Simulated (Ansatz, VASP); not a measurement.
## Li in VASP and in Ansatz

```
CELL_PARAMETERS angstrom
-1.75465 1.75465 1.75465
1.75465 -1.75465 1.75465
1.75465 1.75465 -1.75465
ATOMIC_POSITIONS crystal
Li 0.00000 0.00000 0.00000
```

Alike in both runs: task relaxation of cell and atoms; functional PBE; dispersion D3(BJ); k mesh 11 × 11 × 11; occupations fermi-dirac, width 0.05 eV; no spin polarisation.

|  | VASP | Ansatz |
| --- | --- | --- |
| version | VASP 6.6.1 | Ansatz 0.2.0 |
| potentials or method | VASP PAW PBE potentials, release 64 (Li_sv) | Ansatz PAW |
| plane-wave cutoff (eV) | 600 | 420 |
| valence electrons in the cell | 3 | 3 |

VASP gave:

* gap on the k mesh at the Fermi level, each at its own relaxed structure (eV): none
* relaxed volume (Å³/atom): 18.00
* relaxed cell length with the largest relative difference (Å): 2.859
* energy change over the relaxation (meV/atom): -26

What did Ansatz give for the same quantities?

gap on the k mesh at the Fermi level, each at its own relaxed structure (eV): none; relaxed volume (Å³/atom): 18.36; relaxed cell length with the largest relative difference (Å): 2.879; energy change over the relaxation (meV/atom): -23.

A gap of «none» marks a metal or a gap that the smearing closes.

Caveats: the volume moved by over 15 % at a fixed basis, so the end points are rough; pairwise dispersion overbinds metals, which lowers pressure and volume; the cutoff is under 1.25 times the usual one of these potentials, so pressure, stress and relaxed cells hold a basis-set (Pulay) error (VASP); the volume moved by -17 % from the deposited cell, more than functionals usually miss (VASP); the plane-wave basis is chosen anew once the cell has moved, so the energies of steps on either side of that aren't comparable (Ansatz); the volume moved by -15 % from the deposited cell, more than functionals usually miss (Ansatz).
